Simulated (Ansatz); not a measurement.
Runs of Ansatz 0.2.0 on BP. The structure is cubic, space group F-43m (No. 216). Conventional cell: a = 4.538 Å, b = 4.538 Å, c = 4.538 Å, α = 90.00°, β = 90.00°, γ = 90.00°. Around P (site symmetry -43m) lie 4 B at 1.97 Å. B (site symmetry -43m) is surrounded by 4 P at 1.97 Å. 

```tsv
task	level	cell	cutoff (eV)	points for each segment of the path	gap on the mesh (eV)	pressure (GPa)
band structure	PBEsol	as given	420	14	1.13	-2.0
band structure	LDA	as given	420	14	1.19	-5.2
band structure	PBE	as given	420	14	1.24	1.1
band structure	RPBE	as given	420	14	1.27	(a)
band structure	revPBE	as given	420	14	1.26	3.3
relaxation of the atoms	PBE	atoms relaxed	420	-	1.24	1.1
band structure	r2SCAN	as given	500	14	(b)	-0.2
band structure	BLYP	as given	420	14	1.51	6.0
```

Alike in all rows: potentials or basis Ansatz PAW; no spin polarisation; k mesh 10 × 10 × 10; smearing fermi-dirac 0.05 eV.

Q: Estimate the missing entries.

A: (a) 4.0; (b) 1.42.

Caveats: the PAW data sets come from PBE, with cores solved anew for the run's functional, which leaves a small shift of forces and pressure (some runs); the relaxation stopped at its first step, so nothing moved (some runs); the thresholds are loose for stress (some runs).

A k mesh can miss the band edges.
